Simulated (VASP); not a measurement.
# Native point defects of GaCo, part 6 of 7

Wanted: a map of the native defects of GaCo, all in one supercell and at one level. The start is a cell from a database of measured crystal structures.

VASP 6.6.1, plane waves and PAW; the level of theory is named at each step.

So far, formation energy of the neutral defect (eV): step 7 (energies of this defect, 53 atoms, defect vacancy, element …) 0.383; step 9 (Ga26Co27, element Ga, defect Ga vacancy) 1.92.

## (10) The defect cell, 54 atoms, defect Co on the Ga site

This step: PBEsol, spin-polarised from a ferromagnetic start; plane waves and PAW (Co, Ga) (VASP 6.6.1).

System of this step: Ga13Co14. The cell holds 54 atoms: 28 Co and 26 Ga. Cell: a = 8.521 Å, b = 8.521 Å, c = 8.521 Å, α = 90.0°, β = 90.0°, γ = 90.0°. It derives from GaCo. Nearest the centre at fractional (0.167, 0.167, 0.167): Co1 at 0.00 Å, Co15 at 2.46 Å, Co12 at 2.46 Å, Co6 at 2.46 Å, Co14 at 2.46 Å, Co11 at 2.46 Å, Co5 at 2.46 Å, Co3 at 2.46 Å.

INCAR reads:

```
SYSTEM = Ga13Co14
PREC = Normal
ENCUT = 300
EDIFF = 1E-05
NELM = 120
ISMEAR = 1
SIGMA = 0.2
LREAL = Auto
ALGO = Fast
GGA = PS
NBANDS = 241
ISPIN = 2
MAGMOM = 2 2 2 2 2 2 2 2 2 2 2 2 2 2 2 2 2 2 2 2 2 2 2 2 2 2 2 2 0 0 0 0 0 0 0 0 0 0 0 0 0 0 0 0 0 0 0 0 0 0 0 0 0 0
LASPH = .TRUE.
LMAXMIX = 4
LORBIT = 11
LWAVE = .FALSE.
LCHARG = .TRUE.
KPAR = 4
NCORE = 2
IBRION = 2
NSW = 50
ISIF = 2
EDIFFG = -0.03
POTIM = 0.4
MAXMIX = 40
ISYM = 2
```

POSCAR reads:

```
Ga13Co14
1.0
    8.5214324964      0.0000000000      0.0000000000
    0.0000000000      8.5214324964      0.0000000000
    0.0000000000      0.0000000000      8.5214324964
Co Ga
28 26
Direct
    0.1666666700      0.1666666700      0.1666666700
    0.0000000000      0.0000000000      0.0000000000
    0.0000000000      0.0000000000      0.3333333300
    0.0000000000      0.0000000000      0.6666666700
    0.0000000000      0.3333333300      0.0000000000
    0.0000000000      0.3333333300      0.3333333300
    0.0000000000      0.3333333300      0.6666666700
    0.0000000000      0.6666666700      0.0000000000
    0.0000000000      0.6666666700      0.3333333300
    0.0000000000      0.6666666700      0.6666666700
    0.3333333300      0.0000000000      0.0000000000
    0.3333333300      0.0000000000      0.3333333300
    0.3333333300      0.0000000000      0.6666666700
    0.3333333300      0.3333333300      0.0000000000
    0.3333333300      0.3333333300      0.3333333300
    0.3333333300      0.3333333300      0.6666666700
    0.3333333300      0.6666666700      0.0000000000
    0.3333333300      0.6666666700      0.3333333300
    0.3333333300      0.6666666700      0.6666666700
    0.6666666700      0.0000000000      0.0000000000
    0.6666666700      0.0000000000      0.3333333300
    0.6666666700      0.0000000000      0.6666666700
    0.6666666700      0.3333333300      0.0000000000
    0.6666666700      0.3333333300      0.3333333300
    0.6666666700      0.3333333300      0.6666666700
    0.6666666700      0.6666666700      0.0000000000
    0.6666666700      0.6666666700      0.3333333300
    0.6666666700      0.6666666700      0.6666666700
    0.1666666700      0.1666666700      0.5000000000
    0.1666666700      0.1666666700      0.8333333300
    0.1666666700      0.5000000000      0.1666666700
    0.1666666700      0.5000000000      0.5000000000
    0.1666666700      0.5000000000      0.8333333300
    0.1666666700      0.8333333300      0.1666666700
    0.1666666700      0.8333333300      0.5000000000
    0.1666666700      0.8333333300      0.8333333300
    0.5000000000      0.1666666700      0.1666666700
    0.5000000000      0.1666666700      0.5000000000
    0.5000000000      0.1666666700      0.8333333300
    0.5000000000      0.5000000000      0.1666666700
    0.5000000000      0.5000000000      0.5000000000
    0.5000000000      0.5000000000      0.8333333300
    0.5000000000      0.8333333300      0.1666666700
    0.5000000000      0.8333333300      0.5000000000
    0.5000000000      0.8333333300      0.8333333300
    0.8333333300      0.1666666700      0.1666666700
    0.8333333300      0.1666666700      0.5000000000
    0.8333333300      0.1666666700      0.8333333300
    0.8333333300      0.5000000000      0.1666666700
    0.8333333300      0.5000000000      0.5000000000
    0.8333333300      0.5000000000      0.8333333300
    0.8333333300      0.8333333300      0.1666666700
    0.8333333300      0.8333333300      0.5000000000
    0.8333333300      0.8333333300      0.8333333300
```

KPOINTS reads:

```
Automatic mesh
0
Monkhorst-Pack
3 3 3
0 0 0
```

The projector-augmented-wave data sets are Co and Ga (PBE family, release 64).

Command:

```console
$ mpirun -np 8 vasp_std
```

The log of the run:

```text
[banner, memory and clock lines left out]
running    8 mpi-ranks, on    1 nodes
[...]
[... a notice as in an earlier step ...]

 LDA part: xc-table for (Slater+PW92), standard interpolation
 POSCAR, INCAR and KPOINTS ok, starting setup
[...]
entering main loop
       N       E                     dE             d eps       ncg     rms          rms(c)
DAV:   1     0.197671963163E+04    0.19767E+04   -0.89937E+04  3856   0.101E+03
DAV:   2    -0.132663783809E+03   -0.21094E+04   -0.19726E+04  3864   0.287E+02
DAV:   3    -0.340077996812E+03   -0.20741E+03   -0.18019E+03  4032   0.107E+02
DAV:   4    -0.349457173496E+03   -0.93792E+01   -0.91021E+01  4568   0.236E+01
[...]
RMM:  32    -0.321917456402E+03   -0.18213E-04   -0.15322E-04  3803   0.267E-02    0.218E-02
RMM:  33    -0.321917468331E+03   -0.11929E-04   -0.22075E-05  2618   0.102E-02    0.137E-02
RMM:  34    -0.321917469691E+03   -0.13601E-05   -0.13012E-05  2316   0.699E-03
   1 F= -.32191747E+03 E0= -.32195135E+03  d E =-.321917E+03  mag=     0.0008
[... from here on, the cycles between the ionic steps are left out ...]
   2 F= -.32199524E+03 E0= -.32203184E+03  d E =-.777712E-01  mag=     0.0041
   3 F= -.32202581E+03 E0= -.32206556E+03  d E =-.108344E+00  mag=     0.0176
   4 F= -.32202609E+03 E0= -.32206544E+03  d E =-.108619E+00  mag=     0.0030
   5 F= -.32203554E+03 E0= -.32207503E+03  d E =-.945205E-02  mag=    -0.0097
   6 F= -.32204181E+03 E0= -.32208166E+03  d E =-.157211E-01  mag=    -0.0026
   7 F= -.32203910E+03 E0= -.32207951E+03  d E =-.130151E-01  mag=    -0.0012
   8 F= -.32204308E+03 E0= -.32208312E+03  d E =-.169877E-01  mag=    -0.0003
[...]
reached required accuracy - stopping structural energy minimisation
```

The job ended after 3.8 min (8 MPI ranks of Intel Xeon 6975P-C (Granite Rapids), shared host; peak memory 3.2 GiB; 24 min of CPU time).

From OUTCAR (step 10):

```text
  Total       -1.8260841     -1.8260841     -1.8260841      0.0000000     -0.0000000     -0.0000000
  in kB       -4.7281749     -4.7281749     -4.7281749      0.0000000     -0.0000000     -0.0000000
  external PRESSURE =      -4.7281749 kB  Pullay stress =       0.0000000 kB

 POSITION                                       TOTAL-FORCE (eV/Angst)
 -----------------------------------------------------------------------------------
      1.42024      1.42024      1.42024        -0.000000      0.000000      0.000000
      8.52004      8.52004      8.52004        -0.012745     -0.012745     -0.012745
      8.52004      8.52004      2.84187        -0.012745     -0.012745      0.012745
      0.00888      0.00888      5.68096        -0.005499     -0.005499      0.000000
      8.52004      2.84187      8.52004        -0.012745      0.012745     -0.012745
      8.52004      2.84187      2.84187        -0.012745      0.012745      0.012745
      0.00888      2.83160      5.68096        -0.005499      0.005499      0.000000
      0.00888      5.68096      0.00888        -0.005499      0.000000     -0.005499
      0.00888      5.68096      2.83160        -0.005499      0.000000      0.005499
      0.00528      5.68096      5.68096        -0.024248      0.000000      0.000000
      2.84187      8.52004      8.52004         0.012745     -0.012745     -0.012745
      2.84187      8.52004      2.84187         0.012745     -0.012745      0.012745
      2.83160      0.00888      5.68096         0.005499     -0.005499      0.000000
      2.84187      2.84187      8.52004         0.012745      0.012745     -0.012745
[...]
-----------------------------------------------------------------------------------
    total drift:                               -0.000035      0.000009      0.000003

  FREE ENERGIE OF THE ION-ELECTRON SYSTEM (eV)
  ---------------------------------------------------
  free  energy   TOTEN  =      -322.0430764318 eV

  energy  without entropy=     -322.1631927649  energy(sigma->0) =     -322.08311521

 magnetization (x)
# of ion       s       p       d       tot
------------------------------------------
    1        0.000   0.000   0.000   0.000
    2       -0.000   0.000  -0.001  -0.001
    3       -0.000   0.000  -0.001  -0.001
    4        0.000   0.000   0.000   0.000
    5       -0.000   0.000  -0.001  -0.001
    6       -0.000   0.000  -0.001  -0.001
    7        0.000   0.000   0.000   0.000
    8        0.000   0.000   0.000   0.000
    9        0.000   0.000   0.000   0.000
   10        0.000  -0.000   0.001   0.001
   11       -0.000   0.000  -0.001  -0.001
   12       -0.000   0.000  -0.001  -0.001
   13        0.000   0.000   0.000   0.000
[...]
--------------------------------------------------
tot          0.000   0.000  -0.001  -0.001

[... 2 parts as in an earlier step ...]

[... 2 further parts left out ...]
[key lines of the parts left out:]
E-fermi :   7.8957
```

The steps of the relaxation:

```tsv
step	energy less that of the first step (eV)	largest force (eV/Å)
1	0.0000	0.6444
2	-0.0778	0.3577
3	-0.1083	0.1231
4	-0.1086	0.1150
5	-0.1181	0.0705
6	-0.1243	0.0388
7	-0.1216	0.0729
8	-0.1256	0.0242
```

The atoms that moved most (Å):

```tsv
atom	dx	dy	dz	length
Ga29	0.000	0.000	-0.066	0.066
Ga30	0.000	0.000	0.066	0.066
Ga31	0.000	-0.066	0.000	0.066
Ga34	0.000	0.066	0.000	0.066
Ga37	-0.066	0.000	0.000	0.066
Ga46	0.066	0.000	0.000	0.066
Co18	-0.009	0.000	-0.009	0.013
Co16	-0.009	-0.009	0.000	0.013
```

The run ended after 8 ionic steps, 0.126 eV below its first step, once the forces on the free atoms met EDIFFG = -0.03.

The 8 first neighbours (Co) lie 2.46 Å from the site in the perfect crystal and 2.46 Å on average from the atom on it after the relaxation (+0.1 %).

## (11) This defect's formation energies, 54 atoms, defect substitution, element Ga

This step: point defect, PBEsol; plane waves and PAW (VASP 6.6.1).

No new run; the numbers come from the runs before.

E_f is E(defect cell) less E(perfect cell), corrected for the atoms exchanged with their references.

References, in eV an atom: Co -7.746 (crystal P6_3/mmc) and Ga -3.338 (crystal Cmce). They were run at the supercell's cutoff and functional, without U, and count both elements from their own phases.

The formation energy is 1.194 eV, and the largest move of an atom 0.07 Å.

## (12) The defect cell, 54 atoms, defect Ga on the Co site

This step: PBEsol, spin-polarised from a ferromagnetic start; plane waves and PAW (Ga, Co) (VASP 6.6.1).

System of this step: Ga14Co13. The cell holds 54 atoms: 28 Ga and 26 Co. Cell: a = 8.521 Å, b = 8.521 Å, c = 8.521 Å, α = 90.0°, β = 90.0°, γ = 90.0°. It derives from GaCo. Nearest the centre at fractional (0.000, 0.000, 0.000): Ga28 at 0.00 Å, Ga27 at 2.46 Å, Ga9 at 2.46 Å, Ga21 at 2.46 Å, Ga25 at 2.46 Å, Ga3 at 2.46 Å, Ga7 at 2.46 Å, Ga19 at 2.46 Å.

INCAR reads:

```
SYSTEM = Ga14Co13
PREC = Normal
ENCUT = 300
EDIFF = 1E-05
NELM = 120
ISMEAR = 1
SIGMA = 0.2
LREAL = Auto
ALGO = Fast
GGA = PS
NBANDS = 230
ISPIN = 2
MAGMOM = 0 0 0 0 0 0 0 0 0 0 0 0 0 0 0 0 0 0 0 0 0 0 0 0 0 0 0 0 2 2 2 2 2 2 2 2 2 2 2 2 2 2 2 2 2 2 2 2 2 2 2 2 2 2
LASPH = .TRUE.
LMAXMIX = 4
LORBIT = 11
LWAVE = .FALSE.
LCHARG = .TRUE.
KPAR = 4
NCORE = 2
IBRION = 2
NSW = 50
ISIF = 2
EDIFFG = -0.03
POTIM = 0.4
MAXMIX = 40
ISYM = 2
```

POSCAR reads:

```
Ga14Co13
1.0
    8.5214324964      0.0000000000      0.0000000000
    0.0000000000      8.5214324964      0.0000000000
    0.0000000000      0.0000000000      8.5214324964
Ga Co
28 26
Direct
    0.1666666700      0.1666666700      0.1666666700
    0.1666666700      0.1666666700      0.5000000000
    0.1666666700      0.1666666700      0.8333333300
    0.1666666700      0.5000000000      0.1666666700
    0.1666666700      0.5000000000      0.5000000000
    0.1666666700      0.5000000000      0.8333333300
    0.1666666700      0.8333333300      0.1666666700
    0.1666666700      0.8333333300      0.5000000000
    0.1666666700      0.8333333300      0.8333333300
    0.5000000000      0.1666666700      0.1666666700
    0.5000000000      0.1666666700      0.5000000000
    0.5000000000      0.1666666700      0.8333333300
    0.5000000000      0.5000000000      0.1666666700
    0.5000000000      0.5000000000      0.5000000000
    0.5000000000      0.5000000000      0.8333333300
    0.5000000000      0.8333333300      0.1666666700
    0.5000000000      0.8333333300      0.5000000000
    0.5000000000      0.8333333300      0.8333333300
    0.8333333300      0.1666666700      0.1666666700
    0.8333333300      0.1666666700      0.5000000000
    0.8333333300      0.1666666700      0.8333333300
    0.8333333300      0.5000000000      0.1666666700
    0.8333333300      0.5000000000      0.5000000000
    0.8333333300      0.5000000000      0.8333333300
    0.8333333300      0.8333333300      0.1666666700
    0.8333333300      0.8333333300      0.5000000000
    0.8333333300      0.8333333300      0.8333333300
    0.0000000000      0.0000000000      0.0000000000
    0.0000000000      0.0000000000      0.3333333300
    0.0000000000      0.0000000000      0.6666666700
    0.0000000000      0.3333333300      0.0000000000
    0.0000000000      0.3333333300      0.3333333300
    0.0000000000      0.3333333300      0.6666666700
    0.0000000000      0.6666666700      0.0000000000
    0.0000000000      0.6666666700      0.3333333300
    0.0000000000      0.6666666700      0.6666666700
    0.3333333300      0.0000000000      0.0000000000
    0.3333333300      0.0000000000      0.3333333300
    0.3333333300      0.0000000000      0.6666666700
    0.3333333300      0.3333333300      0.0000000000
    0.3333333300      0.3333333300      0.3333333300
    0.3333333300      0.3333333300      0.6666666700
    0.3333333300      0.6666666700      0.0000000000
    0.3333333300      0.6666666700      0.3333333300
    0.3333333300      0.6666666700      0.6666666700
    0.6666666700      0.0000000000      0.0000000000
    0.6666666700      0.0000000000      0.3333333300
    0.6666666700      0.0000000000      0.6666666700
    0.6666666700      0.3333333300      0.0000000000
    0.6666666700      0.3333333300      0.3333333300
    0.6666666700      0.3333333300      0.6666666700
    0.6666666700      0.6666666700      0.0000000000
    0.6666666700      0.6666666700      0.3333333300
    0.6666666700      0.6666666700      0.6666666700
```

KPOINTS is that of step 10.

PAW data sets: Ga and Co (PBE family, release 64).

Command:

```console
$ mpirun -np 8 vasp_std
```

The log of the run:

```text
[... set-up lines as in an earlier step ...]
 entering main loop
       N       E                     dE             d eps       ncg     rms          rms(c)
DAV:   1     0.188848799023E+04    0.18885E+04   -0.87582E+04  3680   0.101E+03
DAV:   2    -0.129232127310E+03   -0.20177E+04   -0.18918E+04  3680   0.287E+02
DAV:   3    -0.326495099419E+03   -0.19726E+03   -0.17249E+03  3912   0.105E+02
DAV:   4    -0.335600526001E+03   -0.91054E+01   -0.88064E+01  4328   0.232E+01
[...]
RMM:  22    -0.311840266072E+03   -0.73818E-04   -0.12528E-04  3451   0.188E-02    0.222E-02
RMM:  23    -0.311840285437E+03   -0.19366E-04   -0.46374E-05  3001   0.130E-02    0.161E-02
RMM:  24    -0.311840292020E+03   -0.65828E-05   -0.14215E-05  2353   0.581E-03
   1 F= -.31184029E+03 E0= -.31184215E+03  d E =-.311840E+03  mag=     0.0370
[... from here on, the cycles between the ionic steps are left out ...]
   2 F= -.31219611E+03 E0= -.31219214E+03  d E =-.355817E+00  mag=    -0.2209
   3 F= -.31229966E+03 E0= -.31228970E+03  d E =-.459373E+00  mag=    -0.0007
   4 F= -.31236065E+03 E0= -.31235158E+03  d E =-.609817E-01  mag=    -3.1112
   5 F= -.31238109E+03 E0= -.31237209E+03  d E =-.814288E-01  mag=     3.2891
   6 F= -.31238622E+03 E0= -.31237721E+03  d E =-.865565E-01  mag=    -3.7346
   7 F= -.31238998E+03 E0= -.31238104E+03  d E =-.903116E-01  mag=    -3.5077
   8 F= -.31239893E+03 E0= -.31238957E+03  d E =-.895650E-02  mag=    -3.7228
   9 F= -.31240087E+03 E0= -.31239104E+03  d E =-.108923E-01  mag=    -3.8129
  10 F= -.31240112E+03 E0= -.31239143E+03  d E =-.111465E-01  mag=    -3.8759
  11 F= -.31240112E+03 E0= -.31239141E+03  d E =-.111437E-01  mag=    -3.8745
  12 F= -.31240232E+03 E0= -.31239288E+03  d E =-.120389E-02  mag=    -3.8449
 trial-energy change:   -0.001204  1 .order   -0.001280   -0.001706   -0.000853
 step:   3.5100(harm=  3.5100)  dis= 0.00505  next Energy=  -312.402826 (dE=-0.171E-02)
 reached required accuracy - stopping structural energy minimisation
```

Wall time 12 min (8 MPI ranks); peak memory 3.2 GiB.

OUTCAR, selected parts (step 12):

```text
  Total       11.9770850     11.9770850     11.9770850     -0.0000000     -0.0000000     -0.0000000
  in kB       31.0115798     31.0115798     31.0115798     -0.0000000     -0.0000000     -0.0000000
  external PRESSURE =      31.0115798 kB  Pullay stress =       0.0000000 kB

 POSITION                                       TOTAL-FORCE (eV/Angst)
 -----------------------------------------------------------------------------------
      1.48652      1.48652      1.48652        -0.005253     -0.005253     -0.005253
      1.41287      1.41287      4.26072        -0.015086     -0.015086     -0.000000
      1.48652      1.48652      7.03492        -0.005253     -0.005253      0.005253
      1.41287      4.26072      1.41287        -0.015086      0.000000     -0.015086
      1.41254      4.26072      4.26072         0.004362      0.000000     -0.000000
      1.41287      4.26072      7.10856        -0.015086      0.000000      0.015086
      1.48652      7.03492      1.48652        -0.005253      0.005253     -0.005253
      1.41287      7.10856      4.26072        -0.015086      0.015086     -0.000000
      1.48652      7.03492      7.03492        -0.005253      0.005253      0.005253
      4.26072      1.41287      1.41287         0.000000     -0.015086     -0.015086
      4.26072      1.41254      4.26072         0.000000      0.004362     -0.000000
      4.26072      1.41287      7.10856         0.000000     -0.015086      0.015086
      4.26072      4.26072      1.41254         0.000000      0.000000      0.004362
      4.26072      4.26072      4.26072         0.000000      0.000000     -0.000000
[...]
-----------------------------------------------------------------------------------
    total drift:                                0.000000      0.000000     -0.000000

  FREE ENERGIE OF THE ION-ELECTRON SYSTEM (eV)
  ---------------------------------------------------
  free  energy   TOTEN  =      -312.4023239770 eV

  energy  without entropy=     -312.3739908641  energy(sigma->0) =     -312.39287961

 magnetization (x)
# of ion       s       p       d       tot
------------------------------------------
    1        0.002   0.003   0.003   0.008
    2        0.002   0.005   0.004   0.010
    3        0.002   0.003   0.003   0.008
    4        0.002   0.005   0.004   0.010
    5        0.001   0.004   0.003   0.008
    6        0.002   0.005   0.004   0.010
    7        0.002   0.003   0.003   0.008
    8        0.002   0.005   0.004   0.010
    9        0.002   0.003   0.003   0.008
   10        0.002   0.005   0.004   0.010
   11        0.001   0.004   0.003   0.008
   12        0.002   0.005   0.004   0.010
   13        0.001   0.004   0.003   0.008
[...]
--------------------------------------------------
tot         -0.012   0.150  -4.077  -3.938

[... 3 parts as in an earlier step ...]

[... 1 further part left out ...]
[key lines of the parts left out:]
E-fermi :   7.8187
```

Relaxation path:

```tsv
step	energy less that of the first step (eV)	largest force (eV/Å)
1	0.0000	1.2497
2	-0.3558	0.5641
3	-0.4594	0.3390
4	-0.5204	0.2180
5	-0.5408	0.1694
6	-0.5459	0.1768
7	-0.5497	0.1233
8	-0.5586	0.0633
9	-0.5606	0.0441
10	-0.5608	0.0362
11	-0.5608	0.0371
12	-0.5620	0.0213
```

The atoms that moved most (Å):

```tsv
atom	dx	dy	dz	length
Ga1	0.066	0.066	0.066	0.115
Ga3	0.066	0.066	-0.066	0.115
Ga7	0.066	-0.066	0.066	0.115
Ga19	-0.066	0.066	0.066	0.115
Ga21	-0.066	0.066	-0.066	0.115
Ga25	-0.066	-0.066	0.066	0.115
Ga9	0.066	-0.066	-0.066	0.115
Ga27	-0.066	-0.066	-0.066	0.115
```

The run ended after 12 ionic steps, 0.562 eV below its first step, once the forces on the free atoms met EDIFFG = -0.03.

The total moment is the log's last value; OUTCAR's line is one cycle older.

The 8 first neighbours (Ga) lie 2.46 Å from the site in the perfect crystal and 2.57 Å on average from the atom on it after the relaxation (+4.7 %).

## (13) Energies of this defect, 54 atoms, defect substitution, element Co

This step: point defect, PBEsol; plane waves and PAW (VASP 6.6.1).

This step runs nothing: it gathers the runs above.

The formation energy is the energy of the relaxed defect cell less that of the perfect cell, with each removed atom booked to its reference and each added atom taken from it.

References, in eV an atom: Co -7.746 (crystal P6_3/mmc) and Ga -3.338 (crystal Cmce). They were run at the supercell's cutoff and functional, without U, and count both elements from their own phases.

The formation energy is 2.067 eV, and the largest move of an atom 0.11 Å.

[end of part 6 of 7]

[Lines on the potential files, build, host, timing and source positions are cut from VASP's logs without a mark.]

[Logs are printed without paths, hosts, clocks, repeated set-up lines and the standing remarks that a program may print on its own settings, such as how far it seeks lower states.]

[Hosts, paths, dates, database ids (printed as entryN), source tags and the programs' standing remarks are cut or masked in the printed files.]

[In band tables of VASP the shares of atoms and orbitals are scaled to a sum of 1 inside the atoms' spheres.]

[Runs that stopped without an error message from VASP are left out.]
